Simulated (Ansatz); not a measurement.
Crystal: MoS2.

```xyz
3
Lattice="1.5800 0.9122 6.1500 -1.5800 0.9122 6.1500 0.0000 -1.8244 6.1500" Properties=species:S:1:pos:R:3 pbc="T T T"
Mo    0.0000    0.0000    0.0000
S     0.0000    0.0000    7.6936
S     0.0000    0.0000    4.6125
```

Measurements of this composition are mostly on another form, of space group No. 194.

* Program: Ansatz 0.2.0
* Task: relaxation of cell and atoms
* Functional: BLYP
* Potentials or basis: Ansatz PAW
* Cutoff: 420 eV (not typed: the program's choice for these potentials)
* k mesh: 10 × 10 × 10
* Occupations: fermi-dirac, width 0.05 eV
* Spin: no spin polarisation

At the start: volume 17.73 Å³/atom.

**Question.** How do energy, volume and symmetry change on relaxing?

**Answer.** It ends after 25 steps and the volume is 29.41 Å³/atom (+65.9 %); space group R3m (No. 160, to 0.05 Å).

The path:
| step | energy change (eV) | largest force (eV/Å) | volume (Å³) |
| --- | --- | --- | --- |
| 1 | 0.0000 | 0.9333 | 53.18 |
| 2 | -0.1835 | 0.3512 | 61.12 |
| 3 | -0.2242 | 0.0982 | 61.57 |
| 4 | -0.2375 | 0.0100 | 63.10 |
| 5 | -0.2428 | 0.0086 | 65.49 |
| 6 | -0.2429 | 0.0021 | 65.81 |
| 7 | -0.2514 | 0.0023 | 65.81 |
| 8 | -0.2569 | 0.0076 | 68.01 |
| 9 | -0.2608 | 0.0967 | 70.72 |
| 10 | -0.2629 | 0.0152 | 72.70 |
| 11 | -0.2632 | 0.0010 | 73.40 |
| 12 | -0.2631 | 0.0070 | 74.22 |
| 13 | -0.2632 | 0.0001 | 74.13 |
| 14 | -0.2660 | 0.0004 | 74.13 |
| 15 | -0.2676 | 0.0520 | 76.36 |
| 16 | -0.2691 | 0.0378 | 78.93 |
| 17 | -0.2693 | 0.0602 | 81.66 |
| 18 | -0.2695 | 0.0007 | 81.64 |
| 19 | -0.2710 | 0.0005 | 81.64 |
| 20 | -0.2715 | 0.0059 | 83.00 |
| 21 | -0.2719 | 0.0274 | 85.07 |
| 22 | -0.2719 | 0.0549 | 87.83 |
| 23 | -0.2721 | 0.0022 | 87.68 |
| 24 | -0.2720 | 0.0003 | 88.23 |
| 25 | -0.2728 | 0.0004 | 88.23 |

Final structure:
```
Mo S
1.0
     1.63140    0.94189    9.56991
    -1.63140    0.94189    9.56991
     0.00000   -1.88378    9.56991
Mo S
1 2
Direct
  0.00011 0.00011 0.00011
  0.38797 0.38797 0.38797
  0.27892 0.27892 0.27892
```

Caveat: the volume moved by over 15 % at a fixed basis, so the end points are rough; the plane-wave basis is chosen anew once the cell has moved, so the energies of steps on either side of that aren't comparable; the PAW data sets come from PBE, with cores solved anew for the run's functional, which leaves a small shift of forces and pressure.
